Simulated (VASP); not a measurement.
# TiN (Fm-3m) in VASP: a series of runs

The runs below take TiN through relaxation of cell and atoms, with PBEsol.

All numbers are computed with VASP 6.6.1; they aren't measurements. Logs are shortened: lines on timing, memory, paths and dates and some standing lists are left out, and cuts for length are marked.

### 1 Starting point

The structure is cubic, space group Fm-3m (No. 225). Conventional cell: a = 4.238 Å, b = 4.238 Å, c = 4.238 Å, α = 90.00°, β = 90.00°, γ = 90.00°. Ti (site symmetry m-3m) has 6 N at 2.12 Å as nearest neighbours. N (site symmetry m-3m) is surrounded by 6 Ti at 2.12 Å.

### 2 Relaxation of cell and atoms, PBEsol

INCAR

```
SYSTEM = TiN
PREC = Accurate
ENCUT = 520
EDIFF = 1E-7
ISMEAR = 0
SIGMA = 0.02
LREAL = .FALSE.
LASPH = .TRUE.
NELM = 80
ALGO = Normal
ISIF = 3
LWAVE = .FALSE.
LCHARG = .FALSE.
GGA = PS
IBRION = 2
NSW = 80
EDIFFG = -0.002
KPAR = 4
```

KPOINTS

```
regular mesh
0
G
  12 12 12
  0 0 0
```

POSCAR

```
TiN
1.0
    0.0000000000      2.1190000000      2.1190000000
    2.1190000000      0.0000000000      2.1190000000
    2.1190000000      2.1190000000      0.0000000000
Ti N
1 1
Direct
    0.0000000000      0.0000000000      0.0000000000
    0.5000000000      0.5000000000      0.5000000000
```

Potentials or basis: VASP PAW PBE potentials, release 64 (Ti_sv, N).

Run with:

```console
$ cat potpaw_PBE.64/Ti_sv/POTCAR potpaw_PBE.64/N/POTCAR > POTCAR
$ mpirun -np 4 vasp_std > vasp.out
```

OUTCAR:

```text
SYSTEM = TiN
   PREC = Accurate
   ENCUT = 520
   EDIFF = 1E-7
   ISMEAR = 0
   LREAL = .FALSE.
   LASPH = .TRUE.
   NELM = 80
   ISIF = 3
   GGA = PS
   IBRION = 2
   NSW = 80
   EDIFFG = -0.002

 ion  position               nearest neighbor table
   1  0.000  0.000  0.000-   2 2.12   2 2.12   2 2.12   2 2.12   2 2.12   2 2.12
   2  0.500  0.500  0.500-   1 2.12   1 2.12   1 2.12   1 2.12   1 2.12   1 2.12

  LATTYP: Found a face centered cubic cell.
 ALAT       =     4.2380000000

  Lattice vectors:

 A1 = (   0.0000000000,   2.1190000000,   2.1190000000)
 A2 = (   2.1190000000,   0.0000000000,   2.1190000000)
 A3 = (   2.1190000000,   2.1190000000,   0.0000000000)

Analysis of symmetry for initial positions (statically):
=====================================================================
 Subroutine PRICEL returns:
 Original cell was already a primitive cell.

 Routine SETGRP: Setting up the symmetry group for a
 face centered cubic supercell.

 Subroutine GETGRP returns: Found 48 space group operations
 (whereof 48 operations were pure point group operations)
 out of a pool of 48 trial point group operations.

The static configuration has the point symmetry O_h .

Analysis of symmetry for dynamics (positions and initial velocities):
=====================================================================
 Subroutine PRICEL returns:
 Original cell was already a primitive cell.

 Routine SETGRP: Setting up the symmetry group for a
 face centered cubic supercell.

 Subroutine GETGRP returns: Found 48 space group operations
 (whereof 48 operations were pure point group operations)
 out of a pool of 48 trial point group operations.

The dynamic configuration has the point symmetry O_h .

 Subroutine INISYM returns: Found 48 space group operations
 (whereof 48 operations are pure point group operations),
 and found     1 'primitive' translations

----------------------------------------------------------------------------------------

                                     Primitive cell

  volume of cell :      19.0293

  direct lattice vectors                    reciprocal lattice vectors
     0.000000000  2.119000000  2.119000000    -0.235960359  0.235960359  0.235960359
     2.119000000  0.000000000  2.119000000     0.235960359 -0.235960359  0.235960359
     2.119000000  2.119000000  0.000000000     0.235960359  0.235960359 -0.235960359

  length of vectors
     2.996718539  2.996718539  2.996718539     0.408695330  0.408695330  0.408695330

  position of ions in fractional coordinates (direct lattice)
     0.000000000  0.000000000  0.000000000
     0.500000000  0.500000000  0.500000000

  ion indices of the primitive-cell ions
   primitive index   ion index
                 1           1
                 2           2

----------------------------------------------------------------------------------------

 KPOINTS: regular mesh

Automatic generation of k-mesh.
 Grid dimensions read from file:
 generate k-points for:   12   12   12

 Generating k-lattice:

  Cartesian coordinates                     Fractional coordinates (reciprocal lattice)
    -0.019663363  0.019663363  0.019663363     0.083333333  0.000000000  0.000000000
     0.019663363 -0.019663363  0.019663363     0.000000000  0.083333333  0.000000000
     0.019663363  0.019663363 -0.019663363     0.000000000  0.000000000  0.083333333

  Length of vectors
     0.034057944  0.034057944  0.034057944

  Shift w.r.t. Gamma in fractional coordinates (k-lattice)
     0.000000000  0.000000000  0.000000000

 Subroutine IBZKPT returns following result:
 ===========================================

 Found     72 irreducible k-points:

 Following reciprocal coordinates:
            Coordinates               Weight
  0.000000  0.000000  0.000000      1.000000
  0.083333  0.000000  0.000000      8.000000
  0.166667  0.000000  0.000000      8.000000
  0.250000  0.000000  0.000000      8.000000
  0.333333  0.000000  0.000000      8.000000
  0.416667  0.000000  0.000000      8.000000
[... 16 lines left out ...]
  0.500000  0.166667  0.000000     24.000000
 -0.416667  0.166667  0.000000     24.000000
 [... further k-points ...]
   k-points           NKPTS =     72   k-points in BZ     NKDIM =     72   number of bands    NBANDS=     12
   number of dos      NEDOS =    301   number of ions     NIONS =      2
   total plane-waves  NPLWV =  13824
   dimension x,y,z NGX =    24 NGY =   24 NGZ =   24
   dimension x,y,z NGXF=    48 NGYF=   48 NGZF=   48
   ions per type =               1   1
   NGX,Y,Z   is equivalent  to a cutoff of  13.31, 13.31, 13.31 a.u.
   NGXF,Y,Z  is equivalent  to a cutoff of  26.63, 26.63, 26.63 a.u.
 SYSTEM =  TiN
   PREC   = accura    normal or accurate (medium, high low for compatibility)
   ISTART =      0    job   : 0-new  1-cont  2-samecut
   ICHARG =      2    charge: 1-file 2-atom 10-const
   ISPIN  =      1    spin polarized calculation?
   LNONCOLLINEAR =      F non collinear calculations
   LSORBIT =      F    spin-orbit coupling
   LASPH  =      T    aspherical Exc in radial PAW
   ENCUT  =  520.0 eV  38.22 Ry    6.18 a.u.   5.57  5.57  5.57*2*pi/ulx,y,z
   NELM   =     80;   NELMIN=  2; NELMDL= -5     # of ELM steps
   EDIFF  = 0.1E-06   stopping-criterion for ELM
   LREAL  =      F    real-space projection
   EDIFFG = -.2E-02   stopping-criterion for IOM
   NSW    =     80    number of steps for IOM
   IBRION =      2    ionic relax: 0-MD 1-quasi-New 2-CG
   NFREE  =      1    steps in history (QN), initial steepest desc. (CG)
   ISIF   =      3    stress and relaxation
   ISYM   =      2    0-nonsym 1-usesym 2-fastsym
   POTIM  = 0.5000    time-step for ionic-motion
   TEBEG  =    0.0;   TEEND  =   0.0 temperature during run
   PSTRESS=    0.0 pullay stress
   NELECT =      17.0000    total number of electrons
   NUPDOWN=      -1.0000    fix difference up-down
   EMIN   =  10.00;   EMAX   =-10.00  energy-range for DOS
   EFERMI =   0.00;   METHOD = LEGACY
   ISMEAR =     0;   SIGMA  =   0.02  broadening in eV -4-tet -1-fermi 0-gaus
   EFERMI_NEDOS =   21; number of points for ismear=-14 and -15
   IALGO  =     38    algorithm
   IMIX   =      4    mixing-type and parameters
     AMIX     =   0.40;   BMIX     =  1.00
     AMIX_MAG =   1.60;   BMIX_MAG =  1.00
  volume/ion in A,a.u.               =       9.51        64.21
  Fermi-wavevector in a.u.,A,eV,Ry     =   1.576704  2.979539 33.824024  2.485996
  Thomas-Fermi vector in A             =   2.677497
   LORBIT       =      0    0 simple, 1 ext, 2 COOP (PROOUT), +10 PAW based schemes
   GGA     = PS    functional components
   LHFCALC =     F    Hartree Fock is set to
   AEXX    =    0.0000 exact exchange contribution
   IVDW    =     0    specifies the selected vdW correction
   LEPSILON=     F    determine dielectric tensor
   LRPA    =     F    only Hartree local field effects (RPA)
 conjugate gradient relaxation of ions
 non-spin polarized calculation
 Gauss-broadening in eV      SIGMA  =   0.02
  energy-cutoff  :      520.00
  volume of cell :       19.03
 maximum number of plane-waves:       532
 NGX is ok and might be reduce to    24
   NGX = 11   NGY = 11   NGZ = 11

--------------------------------------- Ionic step        1  -------------------------------------------

 number of electron      17.0000002 magnetization

 Free energy of the ion-electron system (eV)
  ---------------------------------------------------
  ext. energy  EPLUGINS =         0.00000000
  ---------------------------------------------------
  free energy    TOTEN  =       -20.77315840 eV

  energy without entropy =      -20.77275037  energy(sigma->0) =      -20.77295439

------------------------ aborting loop because EDIFF is reached ----------------------------------------

  FORCE on cell =-STRESS in cart. coord.  units (eV):
  Direction    XX          YY          ZZ          XY          YZ          ZX
  --------------------------------------------------------------------------------------
  -------------------------------------------------------------------------------------
  Total       -0.7652868     -0.7652868     -0.7652868      0.0000000      0.0000000     -0.0000000
  in kB      -64.4335358    -64.4335358    -64.4335358      0.0000000      0.0000000     -0.0000000
  external PRESSURE =     -64.4335358 kB  Pullay stress =       0.0000000 kB
[... 165 lines left out ...]
  energy  without entropy=      -20.7814691991  energy(sigma->0) =      -20.78167222

--------------------------------------- Ionic step        6  -------------------------------------------

 number of electron      16.9999999 magnetization

 Free energy of the ion-electron system (eV)
  ---------------------------------------------------
  ext. energy  EPLUGINS =         0.00000000
  ---------------------------------------------------
  free energy    TOTEN  =       -20.78187643 eV

  energy without entropy =      -20.78147039  energy(sigma->0) =      -20.78167341

 E-fermi :  11.5920     XC(G=0): -13.3631

 val. band max:       11.5874331463   @ k =   0.5000   0.2500   0.0833
 cond. band min:      11.5962865771   @ k =   0.1667   0.0000   0.0000
 fundamental gap:      0.0088534308
 Fermi energy:        11.5920097223

 k-point     1 :       0.0000    0.0000    0.0000
  band No.  band energies     occupation
      1     -45.9232      2.00000
      2     -21.9832      2.00000
      3     -21.9832      2.00000
      4     -21.9832      2.00000
      5      -5.5403      2.00000
      6       9.6045      2.00000
      7       9.6045      2.00000
      8       9.6045      2.00000
      9      10.9981      2.00000
     10      10.9981      2.00000
     11      10.9981      2.00000
     12      12.2455      0.00000
[... 331 lines left out ...]
 k-point    24 :      -0.4167    0.1667    0.0000
  band No.  band energies     occupation
      1     -45.8009      2.00000
      2     -22.6272      2.00000
      3     -22.1704      2.00000
      4     -22.0699      2.00000
      5      -3.1533      2.00000
      6       3.9937      2.00000
      7       6.0990      2.00000
      8       6.2493      2.00000
      9      12.9721      0.00000
     10      13.3139      0.00000
     11      13.8553      0.00000
     12      16.3235      0.00000

 [... further k-points ...]

------------------------ aborting loop because EDIFF is reached ----------------------------------------

  FORCE on cell =-STRESS in cart. coord.  units (eV):
  Direction    XX          YY          ZZ          XY          YZ          ZX
  --------------------------------------------------------------------------------------
  -------------------------------------------------------------------------------------
  Total       -0.0023704     -0.0023704     -0.0023704     -0.0000000     -0.0000000      0.0000000
  in kB       -0.2041346     -0.2041346     -0.2041346     -0.0000000     -0.0000000      0.0000000
  external PRESSURE =      -0.2041346 kB  Pullay stress =       0.0000000 kB
[... 17 lines left out ...]
  FREE ENERGIE OF THE ION-ELECTRON SYSTEM (eV)
  ---------------------------------------------------
  free  energy   TOTEN  =       -20.7818764260 eV

  energy  without entropy=      -20.7814703871  energy(sigma->0) =      -20.78167341

 reached required accuracy - stopping structural energy minimisation
```

Run time: 31 s. Hardware: 4 MPI ranks of Intel Xeon Platinum 8488C (Sapphire Rapids), shared host; peak memory 0.14 GiB.

Results:

- Free energy: -20.7819 eV
- Relaxed volume: 9.30 Å³/atom
- Relaxed cell: a = 2.974 Å, b = 2.974 Å, c = 2.974 Å, α = 60.00°, β = 60.00°, γ = 60.00°
- Space group after relaxing (to 0.05 Å): Fm-3m (No. 225)
- Energy gained by relaxing: 4.4 meV/atom
- Ionic steps: 6
- Pressure after relaxing: 0.0 GPa
- Band gap on the k mesh: none (metal or under the smearing width)

Step by step:
```tsv
step	energy change (eV)	largest force (eV/Å)	pressure (GPa)	volume (Å³)
1	0.0000	0.0000	-6.44	19.03
2	0.0110	0.0000	10.67	17.99
3	-0.0087	0.0000	-0.06	18.61
4	-0.0087	0.0000	0.07	18.60
5	-0.0087	0.0000	-0.08	18.61
6	-0.0087	0.0000	-0.02	18.60
```

Final structure:
```xyz
2
Lattice="0.0000 2.1031 2.1031 2.1031 0.0000 2.1031 2.1031 2.1031 0.0000" Properties=species:S:1:pos:R:3 pbc="T T T"
Ti    2.1031    2.1031    0.0000
N     2.1031    2.1031    2.1031
```

Levels at points of the mesh, in eV from the Fermi level:
```tsv
k point	band 7	band 8	band 9	band 10	band 11	band 12
(0.00, 0.00, 0.00)	-1.99	-1.99	-0.59	-0.59	-0.59	0.65
(0.50, 0.00, 0.00)	-5.56	-5.56	1.83	1.83	2.54	6.04
(0.50, 0.50, 0.00)	-3.19	-3.19	-3.16	1.77	2.57	2.57
```

Caveat: the PAW data sets were made with another functional, which shifts forces and pressure a little.

### 3 Relaxation of cell and atoms, PBEsol

This run uses another cell than the first one, of 9.30 Å³/atom, 0.978 times its volume.

INCAR is that of step 2.

KPOINTS is that of step 2.

POSCAR

```
TiN                                     
1.0
    0.0000000000      2.1031001969      2.1031001969
    2.1031001969      0.0000000000      2.1031001969
    2.1031001969      2.1031001969     -0.0000000000
  Ti              N             
     1     1
Direct
     0.0000000000000000    0.0000000000000000    1.0000000000000000
     0.5000000000000000    0.5000000000000000    0.5000000000000000
```

Potentials or basis: VASP PAW PBE potentials, release 64 (Ti_sv, N).

Run with:

```console
$ cat potpaw_PBE.64/Ti_sv/POTCAR potpaw_PBE.64/N/POTCAR > POTCAR
$ mpirun -np 4 vasp_std > vasp.out
```

OUTCAR:

```text
SYSTEM = TiN
   PREC = Accurate
   ENCUT = 520
   EDIFF = 1E-7
   ISMEAR = 0
   LREAL = .FALSE.
   LASPH = .TRUE.
   NELM = 80
   ISIF = 3
   GGA = PS
   IBRION = 2
   NSW = 80
   EDIFFG = -0.002

 ion  position               nearest neighbor table
   1  0.000  0.000  0.000-   2 2.10   2 2.10   2 2.10   2 2.10   2 2.10   2 2.10
   2  0.500  0.500  0.500-   1 2.10   1 2.10   1 2.10   1 2.10   1 2.10   1 2.10

  LATTYP: Found a face centered cubic cell.
[... 555 lines left out ...]

  FORCE on cell =-STRESS in cart. coord.  units (eV):
  Direction    XX          YY          ZZ          XY          YZ          ZX
  --------------------------------------------------------------------------------------
  -------------------------------------------------------------------------------------
  Total       -0.0005887     -0.0005887     -0.0005887      0.0000000     -0.0000000      0.0000000
  in kB       -0.0506983     -0.0506983     -0.0506983      0.0000000     -0.0000000      0.0000000
  external PRESSURE =      -0.0506983 kB  Pullay stress =       0.0000000 kB

 VOLUME and BASIS-vectors are now :
 -----------------------------------------------------------------------------
  energy-cutoff  :      520.00
  volume of cell :       18.60
      direct lattice vectors                 reciprocal lattice vectors
     0.000000000  2.103100197  2.103100197    -0.237744260  0.237744260  0.237744260
     2.103100197  0.000000000  2.103100197     0.237744260 -0.237744260  0.237744260
     2.103100197  2.103100197  0.000000000     0.237744260  0.237744260 -0.237744260

 POSITION                                       TOTAL-FORCE (eV/Angst)
 -----------------------------------------------------------------------------------
      0.00000      0.00000      0.00000         0.000000     -0.000000      0.000000
      2.10310      2.10310      2.10310        -0.000000      0.000000     -0.000000
 -----------------------------------------------------------------------------------
    total drift:                                0.000000     -0.000000     -0.000000

  FREE ENERGIE OF THE ION-ELECTRON SYSTEM (eV)
  ---------------------------------------------------
  free  energy   TOTEN  =       -20.7814529079 eV

  energy  without entropy=      -20.7810469209  energy(sigma->0) =      -20.78124991

 reached required accuracy - stopping structural energy minimisation
```

Wall time 8 s (4 MPI ranks of Intel Xeon Platinum 8488C (Sapphire Rapids), shared host); peak memory 0.13 GiB.

Results:

| Quantity | Value |
| --- | --- |
| Free energy | -20.7815 eV |
| Pressure after relaxing | 0.0 GPa |
| Band gap on the k mesh | none (metal or under the smearing width) |

Final structure:
```
Ti N
1.0
     0.00000    2.10310    2.10310
     2.10310    0.00000    2.10310
     2.10310    2.10310    0.00000
Ti N
1 1
Cartesian
  0.0000 0.0000 0.0000
  2.1031 2.1031 2.1031
```

Levels at points of the mesh, in eV from the Fermi level:
```csv
k point,band 7,band 8,band 9,band 10,band 11,band 12
"(0.00, 0.00, 0.00)",-1.99,-1.99,-0.59,-0.59,-0.59,0.65
"(0.50, 0.00, 0.00)",-5.56,-5.56,1.83,1.83,2.54,6.04
"(0.50, 0.50, 0.00)",-3.19,-3.19,-3.16,1.77,2.57,2.57
```

Caveat: the relaxation stopped at its first step, so nothing moved; the PAW data sets were made with another functional, which shifts forces and pressure a little.
